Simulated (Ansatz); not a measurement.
## Si2Mo: levels along high-symmetry lines

```yaml
crystal:
  lattice:
    - [-1.60000, 1.60000, 3.93050]
    - [1.60000, -1.60000, 3.93050]
    - [1.60000, 1.60000, -3.93050]
  atoms:
    - { symbol: Si, position: [0.33300, 0.33300, 0.00000] }
    - { symbol: Si, position: [0.66700, 0.66700, 0.00000] }
    - { symbol: Mo, position: [0.00000, 0.00000, 0.00000] }
```

Atom numbers follow the list: Si1, Si2, Mo3.

The cell is COD entry 1010282, as deposited and not checked against the literature; nothing was relaxed. It is an old determination, and later ones may differ.

Theory: Ansatz 0.2.0, DFT, PBE, all-electron LAPW, scalar-relativistic.

Sampling and basis: a Γ-centred 16×16×16 k mesh, Fermi–Dirac smearing of 0.08 eV, basis error target 1 meV/atom, no spin polarisation.

Points in fractions of the reciprocal vectors of this cell: Γ (0, 0, 0), X (0, 0, 0.5), P (0.25, 0.25, 0.25), N (0, 0.5, 0), M (0.5, 0.5, -0.5), S (0.291, 0.709, -0.291), S0 (-0.291, 0.291, 0.291). The path joins them by straight lines in the order Γ–X–P–N–Γ–M–S–S0–Γ; legs that retrace an earlier one aren't tabulated. Energies are in eV from the Fermi level.

Q: Metal or insulator at this level of theory?

A: No gap opens: metallic or semimetallic.

Q: Tabulate bands 22 to 27, counted from the lowest band of the run, along the path.

A: 
```csv
k (1/Å),point,band 22,band 23,band 24,band 25,band 26,band 27
0.00,Γ,-2.65,-2.65,0.42,3.08,3.12,3.64
0.20,,-2.96,-2.08,-0.15,2.63,3.41,3.42
0.40,,-2.82,-1.50,-1.38,2.22,3.38,3.67
0.60,,-2.56,-2.43,-1.51,2.51,3.41,3.65
0.79,,-2.73,-2.19,-1.96,3.05,3.11,3.53
0.99,,-2.84,-2.48,-1.74,2.35,3.06,3.31
1.19,,-3.69,-2.89,-1.32,2.52,2.56,3.13
1.39,X,-4.49,-3.06,-1.13,2.33,2.72,3.02
1.45,,-4.35,-3.03,-1.16,2.33,2.39,3.27
1.50,,-4.07,-2.94,-1.23,1.92,2.33,3.33
1.56,,-3.74,-2.81,-1.34,1.45,2.33,3.42
1.62,,-3.40,-2.65,-1.48,0.99,2.33,3.54
1.67,,-3.09,-2.46,-1.65,0.61,2.33,3.68
1.73,,-2.87,-2.26,-1.85,0.33,2.33,3.84
1.79,P,-2.78,-2.05,-2.05,0.23,2.33,4.00
1.93,,-2.70,-2.28,-2.00,0.30,2.19,3.76
2.07,,-2.81,-2.47,-1.88,0.34,2.07,3.43
2.21,,-3.42,-2.11,-1.80,0.31,2.13,3.28
2.35,,-2.90,-1.86,-1.64,0.58,2.22,3.45
2.49,,-2.65,-2.08,-1.13,1.34,2.28,3.97
2.63,,-2.60,-2.36,-0.69,2.21,2.44,4.21
2.77,N,-2.61,-2.50,-0.51,2.27,3.03,4.04
2.92,,-2.53,-2.42,-0.67,2.11,3.21,3.54
3.07,,-2.37,-2.21,-1.04,1.78,2.85,3.59
3.22,,-2.23,-2.00,-1.30,1.56,2.34,3.96
3.38,,-2.19,-2.15,-1.02,1.67,2.20,4.20
3.53,,-2.41,-2.28,-0.44,2.10,2.51,3.86
3.68,,-2.59,-2.48,0.14,2.70,3.15,3.36
3.83,Γ,-2.65,-2.65,0.42,3.08,3.12,3.64
3.94,,-2.60,-2.60,0.43,2.65,3.22,3.34
4.06,,-2.47,-2.47,0.44,2.11,2.73,2.73
4.17,,-2.25,-2.25,0.47,1.90,2.05,2.05
4.29,,-1.94,-1.94,0.50,1.36,1.36,2.16
4.40,,-1.55,-1.55,0.53,0.68,0.68,2.85
4.51,,-1.08,-1.08,0.04,0.04,0.55,3.80
4.63,M,-0.58,-0.58,-0.52,-0.52,0.55,4.62
4.75,,-0.67,-0.67,-0.56,-0.48,0.70,4.73
4.86,,-1.00,-0.91,-0.52,-0.35,1.02,5.01
4.98,,-1.37,-1.23,-0.45,-0.11,1.41,4.93
5.10,,-1.73,-1.57,-0.38,0.24,1.85,4.14
5.21,,-2.03,-1.88,-0.33,0.66,2.35,3.50
5.33,,-2.26,-2.13,-0.33,1.12,2.92,3.14
5.45,S,-2.41,-2.32,-0.42,1.51,3.08,3.56
5.57,,-2.46,-2.44,-0.47,1.75,3.21,3.51
5.69,,-2.57,-2.48,-0.50,2.07,3.23,3.54
5.82,,-2.60,-2.50,-0.51,2.25,3.05,3.96
5.94,,-2.60,-2.50,-0.51,2.25,3.05,3.96
6.06,,-2.57,-2.48,-0.50,2.07,3.23,3.54
6.19,,-2.46,-2.44,-0.47,1.75,3.21,3.51
6.31,S0,-2.41,-2.32,-0.42,1.51,3.08,3.56
6.47,,-2.45,-2.45,-0.71,1.86,3.32,3.59
6.64,,-2.46,-2.28,-1.15,1.93,2.84,3.51
6.80,,-2.38,-1.91,-1.62,1.75,2.34,3.75
6.97,,-2.31,-2.05,-1.36,1.76,2.15,4.04
7.13,,-2.38,-2.32,-0.66,2.27,2.30,4.09
7.29,,-2.58,-2.47,0.05,2.73,3.09,3.39
7.46,Γ,-2.65,-2.65,0.42,3.08,3.12,3.64
```
